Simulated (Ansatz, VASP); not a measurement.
## One calculation of W, two programs

The input INCAR:

```
ALGO     = Fast           # electronic algorithm
EDIFF    = 1E-6           # SCF threshold, eV
ENCUT    = 520            # plane-wave cutoff, eV
GGA      = PS             # functional
ISIF     = 2              # what is computed and relaxed
ISMEAR   = 0              # smearing method
LASPH    = True           # aspherical terms in the spheres
LCHARG   = True           # write CHGCAR
LELF     = True           # ELF
LREAL    = False          # projectors in reciprocal space
LVHAR    = True         
LWAVE    = False          # write WAVECAR
NBANDS   = 21             # bands
NELM     = 80             # most SCF steps
PREC     = Accurate       # precision mode
SIGMA    = 0.15           # smearing width, eV
```

KPOINTS

```
k-points
0
Gamma
  16 16 12
```

Contents of POSCAR:

```
W
1.0
    0.0000000000     -1.9991269216     -1.9991269216
    0.0000000000      1.9991269216     -1.9991269216
    3.9982538432      0.0000000000      0.0000000000
W
2
Direct
    0.5000000000      0.5000000000      0.4897955454
    0.0000000000      0.0000000000      0.0102044546
```

Input for Ansatz:

```yaml
crystal:
  lattice:
    - [0.0, -1.9991269216, -1.9991269216]
    - [0.0, 1.9991269216, -1.9991269216]
    - [3.9982538432, 0.0, 0.0]
  atoms:
    - { symbol: W, position: [0.5, 0.5, 0.4897955454] }
    - { symbol: W, position: [0.0, 0.0, 0.0102044546] }
basis:
  ecutwfc: 420
kpoints:
  mp_grid: { grid: [16, 16, 12] }
hamiltonian:
  xc: pbesol
  pseudopotentials: { kind: paw, azcp: { folder: soft_1 } }
scf:
  occupations: { method: gaussian, width: 0.15 }
output:
  forces: true
  stress: true
  eigenvalues: true
  write_density: true
  write_potential: true
  elf: true
  volumetric_format: npy
```

Change from the starting cell: mode 4 frozen in at +0.000 Å and mode 6 at -0.041 Å (largest displacements).

Alike in both runs: task single point; functional PBEsol; k mesh 16 × 16 × 12; occupations gaussian, width 0.15 eV; no spin polarisation.

|  | VASP | Ansatz |
| --- | --- | --- |
| version | VASP 6.6.1 | Ansatz 0.2.0 |
| potentials or method | VASP PAW PBE potentials, release 64 (W_sv) | scalar-relativistic, plane waves, PAW |
| plane-wave cutoff (eV) | 520 | 420 |
| valence electrons in the cell | 28 | 28 |

```csv
,VASP,Ansatz,Ansatz less VASP
gap on the k mesh at the Fermi level (eV),none,none,-
pressure (GPa),1.5,0.9,-0.67
largest component of the traceless stress (GPa),2.29,2.28,-0.012
rms of the force components (eV/Å),0.735,0.728,-0.0075
```

Atom by atom the forces differ by 0.008 eV/Å (rms over components). A gap of «none» marks a metal or a gap that the smearing closes. The functional is the same, so the differences come from potentials, cutoffs and numerics. Ansatz warned: «pseudo_functional_mismatch».

Caveats: the PAW data sets were made with another functional, which shifts forces and pressure a little (VASP). The runs have no spin-orbit coupling, so splittings on W are missing.
